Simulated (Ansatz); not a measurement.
Take a crystal in which Se has been replaced by O on all its sites, with the cell rescaled by a rough guess (in some cases also distorted within its space group) and nothing relaxed:

```yaml
crystal:
  lattice:
    - [2.73345, -2.46353, 0.00000]
    - [2.73345, 2.46353, 0.00000]
    - [0.00000, 0.00000, 7.61014]
  atoms:
    - { symbol: C, position: [0.50000, 0.50000, 0.50000] }
    - { symbol: C, position: [0.00000, 0.00000, 0.00000] }
    - { symbol: O, position: [0.68505, 0.31495, 0.61186] }
    - { symbol: O, position: [0.31495, 0.68505, 0.38814] }
    - { symbol: O, position: [0.81495, 0.18505, 0.11186] }
    - { symbol: O, position: [0.18505, 0.81495, 0.88814] }
```

Theory: Ansatz, DFT PBE, scalar-relativistic, plane waves, PAW.

Plane waves to 420 eV, a k mesh through Γ of 6×6×4 on the computed 6-atom cell and Gaussian smearing (0.02 eV); no spin polarisation.

(1) Will this cell want to expand or contract, and how hard?

(2) Is it a metal on this mesh?

(3) What is its energy against the elements in their standard states?

The cell holds molecules, and where no dispersion correction was added their binding is poorly described.

Results:

(1) The pressure is -15.3 GPa (positive in compression), so the cell would contract.

(2) No: the gap is 5.91 eV, the least direct gap 6.21 eV.

(3) -1.168 eV/atom at this unrelaxed geometry, with the elements in the same functional.

This form isn't the usual stable structure of the compound.